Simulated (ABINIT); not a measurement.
Zr:

```
Zr
1.0
     3.23200    0.00000    0.00000
    -1.61600    2.79899    0.00000
     0.00000    0.00000    5.14700
Zr
2
Direct
  0.66667 0.33333 0.75000
  0.33333 0.66667 0.25000
```

Program: ABINIT 10.8.3 (patched build). Alike in all runs: cell as given; smearing fermi-dirac 0.05 eV. Hardware: 1 thread of Arm Neoverse N1 (shared host).

Problem. Order these runs on this cell by their wall time, lowest first.
A. task single point; level PBEsol; potentials or basis JTH PAW PBE v2.0; spin off; k mesh 4 × 4 × 2; cutoff (eV) 463; fine-grid cutoff 925.187 eV; mesh quality coarse
B. task band structure; level HCTH407; potentials or basis JTH PAW PBE v2.0; spin SOC, no magnetisation; k mesh 9 × 9 × 5; cutoff (eV) 463; fine-grid cutoff 925.187 eV; mesh quality not flagged
C. task band structure; level PBEsol; potentials or basis PseudoDojo NC SR PBEsol v0.4.1 standard; spin off; k mesh 9 × 9 × 5; cutoff (eV) 898; mesh quality not flagged

Solution. A (14 s), C (140 s), B (360 s).

Caveats: some runs use coarse meshes.

Runs at the PBE level aren't shown here.
